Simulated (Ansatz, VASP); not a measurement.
## One calculation of In, two programs

```
CELL_PARAMETERS angstrom
3.35757 0.00000 0.00000
-1.67879 2.90775 0.00000
0.00000 0.00000 5.54563
ATOMIC_POSITIONS crystal
In 0.66667 0.33333 0.75000
In 0.33333 0.66667 0.25000
```

This isn't the form of In at room conditions, which is tetragonal.

Alike in both runs: task single point; functional LDA; k mesh 9 × 9 × 5; occupations fermi-dirac, width 0.05 eV; no spin polarisation.

|  | VASP | Ansatz |
| --- | --- | --- |
| version | VASP 6.6.1 | Ansatz 0.2.0 |
| potentials or method | VASP PAW LDA potentials, release 64 (In_d) | Ansatz PAW |
| plane-wave cutoff (eV) | 520 | 420 |
| valence electrons in the cell | 26 | 26 |

VASP gave:

* gap on the k mesh at the Fermi level (eV): none
* pressure (GPa): -3.5
* largest component of the traceless stress (GPa): 0.25

**Question.** Estimate Ansatz's values.

**Answer.** gap on the k mesh at the Fermi level (eV): none; pressure (GPa): -3.4; largest component of the traceless stress (GPa): 0.32.

A gap of «none» marks a metal or a gap that the smearing closes.

Caveats: the PAW data sets come from PBE, with cores solved anew for the run's functional, which leaves a small shift of forces and pressure (Ansatz).
